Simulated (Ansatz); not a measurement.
# I under changes of volume

One of the cells (44.630 Å³/atom); the others are scaled copies at fixed shape and fractional positions:

```xyz
1
Lattice="-1.6175 1.6175 4.2648 1.6175 -1.6175 4.2648 1.6175 1.6175 -4.2648" Properties=species:S:1:pos:R:3 pbc="T T T"
I     0.0000    0.0000    0.0000
```

- Program: Ansatz 0.2.0
- Functional: rPW86-PBE
- Dispersion: D4
- Potentials or basis: Ansatz PAW
- Cutoff: 420 eV (not typed: the program's choice for these potentials)
- k mesh: 11 × 11 × 11
- Occupations: fermi-dirac, width 0.01 eV
- Spin: collinear spin, ferromagnetic start
- Starting moments: [0.5] μB

```csv
volume (Å³/atom),energy over the lowest point (meV/atom),pressure (GPa)
41.952,?,?
42.845,8.00,1.3
43.737,2.44,0.7
44.630,0.00,0.2
45.522,0.34,-0.3
46.415,3.14,-0.7
47.308,8.10,-1.1
```

Task: What does the run at 41.952 Å³/atom give?

Result: Energy over the lowest point 17.11 meV/atom; pressure 2.0 GPa.

Worked out: A Birch-Murnaghan fit of order 3 (a polynomial in V^(-2/3)) to the other rows has its minimum at 44.96 Å³/atom with B0 = V·E''(V) = 24 GPa and B' = 5.2 at fixed shape and positions, which overstates the stiffness. It gives 17.12 meV/atom at 41.952 Å³/atom, against the run's 17.11, and -dE/dV = 2.0 GPa, against 2.0.

Energies are extrapolated to zero smearing.

Caveats: pairwise dispersion overbinds metals, which lowers pressure and volume; the PAW data sets come from PBE, with cores solved anew for the run's functional, which leaves a small shift of forces and pressure; the starting moments weren't kept.
